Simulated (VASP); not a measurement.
MgTe, 4 atoms in the cell. The structure is hexagonal, space group P6_3mc (No. 186). Conventional cell: a = 4.609 Å, b = 4.609 Å, c = 7.498 Å, α = 90.00°, β = 90.00°, γ = 120.00°. Mg (site symmetry 3m) has 4 Te at 2.82 Å as nearest neighbours. Around Te (site symmetry 3m) lie 4 Mg at 2.82 Å. 

| Quantity | Value |
| --- | --- |
| Program | VASP 6.6.1 |
| Task | single point |
| Functional | PBE |
| Potentials or basis | VASP PAW PBE potentials, release 64 (Mg, Te) |
| Cutoff | 520 eV |
| k mesh | 9 × 9 × 4 |
| Occupations | gaussian, width 0.02 eV |
| Spin | no spin polarisation |
| Dipole correction | no |
| Further INCAR settings | ALGO = Normal; EDIFF = 1e-07; NBANDS = 16 |

Potentials or basis: VASP PAW PBE potentials, release 64 (Mg, Te).

Command:

```sh
$ cat potpaw_PBE.64/Mg/POTCAR potpaw_PBE.64/Te/POTCAR > POTCAR
$ mpirun -np 1 vasp_std > vasp.out
```

Hardware: 1 thread of Intel(R) Xeon(R) Platinum 8488C (Sapphire Rapids), with other jobs on the host.

**Question.** Estimate the wall time of this run.

**Answer.** Wall time 50 s on 1 thread of Intel(R) Xeon(R) Platinum 8488C (Sapphire Rapids), with other jobs on the host, peak memory 0.29 GiB. Counts: scf iterations 14, k points 36.
